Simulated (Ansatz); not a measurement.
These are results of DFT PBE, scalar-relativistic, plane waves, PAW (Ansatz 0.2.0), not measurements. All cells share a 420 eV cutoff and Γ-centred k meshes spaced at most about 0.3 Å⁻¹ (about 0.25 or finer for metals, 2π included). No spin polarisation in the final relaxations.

Formation energies are uncorrected and refer to the elements' standard structures at the same level (N₂ as a molecule). The references include black phosphorus.

A relaxed structure of GaP has 21.47 Å³/atom, +0.03 eV/atom against the elements, no gap on its mesh:

```xyz
6
Lattice="3.6741 0.0000 0.0000 0.0000 3.7558 0.0000 0.0000 0.0000 9.3364" Properties=species:S:1:pos:R:3 pbc="T T T"
Ga    1.8370    1.8779    1.6069
Ga    1.8370    1.8779    7.7295
Ga    0.0000    0.0000    4.6682
P     1.8370    0.0000    3.0437
P     0.0000    1.8779    0.0000
P     1.8370    0.0000    6.2928
```

Task: N takes the place of P on the same sites, and the cell is relaxed. What changes?

Result: GaN has a = 2.995 Å, b = 3.211 Å, c = 7.588 Å: 12.16 Å³/atom, +0.04 eV/atom against the elements, no gap on its mesh. The volume per atom changes by -43.4 % and the formation energy by +0.01 eV/atom (from unrounded values). Covalent radii: P 1.07 Å, N 0.71 Å; electronegativities 2.19 and 3.04. The cell follows the size of the atom. Ga on a site of symmetry mm2 is surrounded by 4 N at 1.97–1.99 Å; around Ga on a site of symmetry mmm lie 4 N at 2.02 Å; N on a site of symmetry mm2 has 4 Ga at 1.97–2.02 Å; N on a site of symmetry mmm is surrounded by 4 Ga at 1.99 Å.

```cif
data_structure
_symmetry_space_group_name_H-M 'Pmmm'
_symmetry_Int_Tables_number 47
_cell_length_a 2.9946
_cell_length_b 3.2107
_cell_length_c 7.5884
_cell_angle_alpha 90.000
_cell_angle_beta 90.000
_cell_angle_gamma 90.000
_cell_volume 72.96
loop_
_atom_site_label
_atom_site_type_symbol
_atom_site_symmetry_multiplicity
_atom_site_Wyckoff_symbol
_atom_site_fract_x
_atom_site_fract_y
_atom_site_fract_z
_atom_site_occupancy
Ga1 Ga 2 t 0.50000 0.50000 0.17223 1
Ga2 Ga 1 c 0.00000 0.00000 0.50000 1
N1 N 2 s 0.50000 0.00000 0.32186 1
N2 N 1 e 0.00000 0.50000 0.00000 1
```

The two cells were relaxed from separate starts that ended on the same group and sites; neither need be the stable form of its compound. The zero gap of GaN Pmmm may come from the functional, which often closes small gaps. The reference form of P is held partly by dispersion forces, which this level lacks. Cells relaxed within their symmetry can be saddle points.
